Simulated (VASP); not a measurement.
A VASP 6.6.1 single-point calculation on Ge

INCAR

```
IBRION = -1
LWAVE = .FALSE.
ISIF = 2
NBANDS = 21
PREC = Accurate
LASPH = .TRUE.
EDIFF = 1E-9
SIGMA = 0.02
GGA = PE
LREAL = .FALSE.
LCHARG = .FALSE.
ISMEAR = -1
NELM = 120
NSW = 0
ENCUT = 520
```

KPOINTS

```
KPOINTS created by Atomic Simulation Environment
0
Gamma
8 8 8
0 0 0
```

POSCAR

```
Ge
 1.0000000000000000
     0.0000000000000000    2.8368735120999999    2.9503484526000001
     2.8368735120999999    0.0000000000000000    2.9503484526000001
     2.8368735120999999    2.8368735120999999    0.0000000000000000
 Ge
   2
Cartesian
  0.0000000000000000  0.0000000000000000  0.0000000000000000
  1.4184367560500000  1.4184367560500000  1.4751742263000001
```

The recommended PBE PAW datasets give the neutral cell 28 valence electrons.

Command

```
mpirun -np 1 vasp_std
```

OSZICAR

```
N       E                     dE             d eps       ncg     rms          rms(c)
DAV:   1     0.187984549136E+03    0.18798E+03   -0.14771E+04  2751   0.360E+03
DAV:   2     0.184166962228E+02   -0.16957E+03   -0.16436E+03  2498   0.614E+02
DAV:   3    -0.817455426553E+01   -0.26591E+02   -0.26410E+02  2843   0.143E+02
DAV:   4    -0.907364815206E+01   -0.89909E+00   -0.89862E+00  2798   0.306E+01
DAV:   5    -0.908887191040E+01   -0.15224E-01   -0.15223E-01  2843   0.438E+00    0.300E+00
DAV:   6    -0.903969475992E+01    0.49177E-01   -0.19694E-02  2969   0.148E+00    0.178E+00
DAV:   7    -0.901346906512E+01    0.26226E-01   -0.42525E-02  2692   0.196E+00    0.145E-01
DAV:   8    -0.901514975473E+01   -0.16807E-02   -0.59323E-03  2813   0.999E-01    0.404E-02
DAV:   9    -0.901529506179E+01   -0.14531E-03   -0.23139E-04  2844   0.220E-01    0.156E-02
DAV:  10    -0.901532510169E+01   -0.30040E-04   -0.51771E-05  3030   0.720E-02    0.561E-03
DAV:  11    -0.901532731514E+01   -0.22134E-05   -0.74815E-06  3195   0.460E-02    0.165E-03
DAV:  12    -0.901532725651E+01    0.58626E-07   -0.55318E-07  3288   0.146E-02    0.429E-04
DAV:  13    -0.901532720905E+01    0.47458E-07   -0.43678E-08  2841   0.179E-03    0.175E-04
DAV:  14    -0.901532720196E+01    0.70950E-08   -0.16475E-09  2396   0.431E-04    0.278E-05
DAV:  15    -0.901532720715E+01   -0.51950E-08   -0.89502E-11  1604   0.115E-04    0.643E-06
DAV:  16    -0.901532720866E+01   -0.15089E-08   -0.29883E-11  1374   0.660E-05    0.474E-06
DAV:  17    -0.901532720821E+01    0.45566E-09   -0.43500E-12  1339   0.387E-05
   1 F= -.90153272E+01 E0= -.90152360E+01  d E =-.182475E-03
```

Standard output (part)

```
POSCAR found type information on POSCAR Ge
 POSCAR found :  1 types and       2 ions
 LDA part: xc-table for (Slater+PW92), standard interpolation
 POSCAR, INCAR and KPOINTS ok, starting setup
 WAVECAR not read
 entering main loop
```

From OUTCAR

```
k-points           NKPTS =     59   k-points in BZ     NKDIM =     59   number of bands    NBANDS=     21

   NELECT =      28.0000    total number of electrons

   dimension x,y,z NGX =    30 NGY =   30 NGZ =   30
   dimension x,y,z NGXF=    60 NGYF=   60 NGZF=   60

  energy-cutoff  :      520.00
  volume of cell :       47.49
      direct lattice vectors                 reciprocal lattice vectors
     0.000000000  2.836873512  2.950348453    -0.176250368  0.176250368  0.169471508
     2.836873512  0.000000000  2.950348453     0.176250368 -0.176250368  0.169471508
     2.836873512  2.836873512  0.000000000     0.176250368  0.176250368 -0.169471508

 k-points in reciprocal lattice and weights: KPOINTS created by Atomic Simulation Env
   0.00000000  0.00000000  0.00000000       0.002
   0.12500000 -0.00000000  0.00000000       0.016
   0.25000000 -0.00000000  0.00000000       0.016
   0.37500000  0.00000000  0.00000000       0.016
   0.50000000 -0.00000000  0.00000000       0.008
   0.12500000  0.12500000  0.00000000       0.004
   0.25000000  0.12500000  0.00000000       0.016
   0.37500000  0.12500000  0.00000000       0.016
   ...

 E-fermi :   4.5371

 k-point     1 :       0.0000    0.0000    0.0000
  band No.  band energies     occupation
      1     -20.2133      2.00000
      2     -20.2133      2.00000
      3     -20.2060      2.00000
      4     -20.1792      2.00000
      5     -20.1776      2.00000
      6     -20.0030      2.00000
      7     -19.9888      2.00000
      8     -19.9880      2.00000
      9     -19.9880      2.00000
     10     -19.9784      2.00000
     11      -7.8735      2.00000
     12       4.1337      2.00000
     13       4.3381      1.99990
     14       4.6446      0.00919
     15       4.6446      0.00919
     16       7.0180      0.00000
     17       7.0180      0.00000
     18       7.2074      0.00000
     19      10.8577      0.00000
     20      13.4808      0.00000
     21      14.2814      0.00000

 k-point     2 :       0.1250   -0.0000    0.0000
  band No.  band energies     occupation
      1     -20.2205      2.00000
      2     -20.2160      2.00000
      3     -20.2083      2.00000
      4     -20.1686      2.00000
      5     -20.1681      2.00000
      6     -20.0089      2.00000
      7     -20.0053      2.00000
      8     -19.9920      2.00000
      9     -19.9732      2.00000
     10     -19.9727      2.00000
     11      -7.6918      2.00000
     12       2.1039      2.00000
     13       4.1179      2.00000
     14       4.3412      1.99989
     15       5.3695      0.00000
     16       7.4535      0.00000
     17       7.5009      0.00000
     18       7.9421      0.00000
     19      11.7481      0.00000
     20      12.7517      0.00000
     21      13.3184      0.00000

 ...

  Total        0.3828286      0.3828286     -0.4485724      0.0000000      0.0000000      0.0000000
  in kB       12.9161081     12.9161081    -15.1342141      0.0000000      0.0000000      0.0000000
  external PRESSURE =       3.5660007 kB  Pullay stress =       0.0000000 kB

 POSITION                                       TOTAL-FORCE (eV/Angst)
 -----------------------------------------------------------------------------------
      0.00000      0.00000      0.00000         0.000000      0.000000     -0.000000
      1.41844      1.41844      1.47517        -0.000000     -0.000000      0.000000
 -----------------------------------------------------------------------------------
    total drift:                                0.000000     -0.000000      0.000000

  FREE ENERGIE OF THE ION-ELECTRON SYSTEM (eV)
  ---------------------------------------------------
  free  energy   TOTEN  =        -9.0153272082 eV

  energy  without entropy=       -9.0151447332  energy(sigma->0) =       -9.01523597
```

It converged. Results: gap between bands v and c on the k mesh -0.09 eV (bands overlap: a metal); least direct gap on the k mesh 0.00 eV; pressure 0.4 GPa. Band v is the last that the valence electrons fill when counted band by band, and c is the next.

For comparison, a separate PBE run of the intended cell, on usual settings and not on those above, gives a gap of -0.09 eV on its mesh and a pressure of 0.4 GPa.

The run above took about 50 s on one core of a shared host (Intel Xeon Platinum 8488C) and held 0.19 GiB at most.
